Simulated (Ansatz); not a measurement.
Crystal: CoO.

```
Co O
1.0
     1.60222    0.92504    2.56647
    -1.60222    0.92504    2.56647
     0.00000   -1.85008    2.56647
Co O
1 1
Direct
  0.99898 0.99898 0.99898
  0.75102 0.75102 0.75102
```

Measurements of this composition are mostly on another form, of space group No. 225.

Program: Ansatz 0.2.0. Alike in all runs: spin collinear, ferromagnetic start; cell as given; k mesh 10 × 10 × 10.

Problem. Order these runs on this cell by their band gap on the k mesh, lowest first.
A. level revPBE+D3(BJ)-ATM+U; potentials or basis Ansatz PAW earlier set; U Co d U = 5 eV; cutoff (eV) 930; smearing methfessel-paxton 0.1 eV; hubbard projectors all-electron-atomic; double counting fll (the default)
B. level RPBE; potentials or basis Ansatz PAW earlier set; cutoff (eV) 930; smearing methfessel-paxton 0.001 eV; other keys scf.mixing.preconditioner = ldos; …
C. level PBEsol+D4+U; potentials or basis PseudoDojo stringent (PBEsol files); U Co d U = 7 eV; cutoff (eV) 1415; smearing methfessel-paxton 0.1 eV; hubbard projectors all-electron-ortho-atomic; double counting fll (the default)

Solution. B (metal), A (0.38 eV), C (0.71 eV).

Caveats: a cell with one magnetic atom can't hold antiferromagnetic order, which such compounds often take; the magnetic or orbital state may not be the lowest (some runs); semilocal functionals often make such compounds metallic where correlation or magnetic order opens a gap, which also shifts bond lengths (some runs).

Runs at the PBE level aren't shown here.
